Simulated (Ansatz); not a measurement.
SrF2 (fluorite, Fm-3m), the program Ansatz at the LDA level (PAW): ε∞ = 2.33, cell volume 45.40 Å³. Infrared-active transverse modes:

```
ω_TO (cm⁻¹)  oscillator strength S_xx (e²/amu)
-----------  ---------------------------------
235.9                                   0.2231
```

Question: Compute the static dielectric constant.

Answer: Each mode adds (4.921e7/V) S/ω²: 4.34. So ε0 = 6.68.

Question: What LO frequency does the Lyddane–Sachs–Teller relation give?

Answer: ω_LO = ω_TO √(ε0/ε∞) = 399 cm⁻¹.

The cell was relaxed with LDA under the symmetry of its start; phonons on a q-mesh show no instability. Spin–orbit coupling is left out wherever it is not named.

Potentials: the later of the program's two PAW sets.
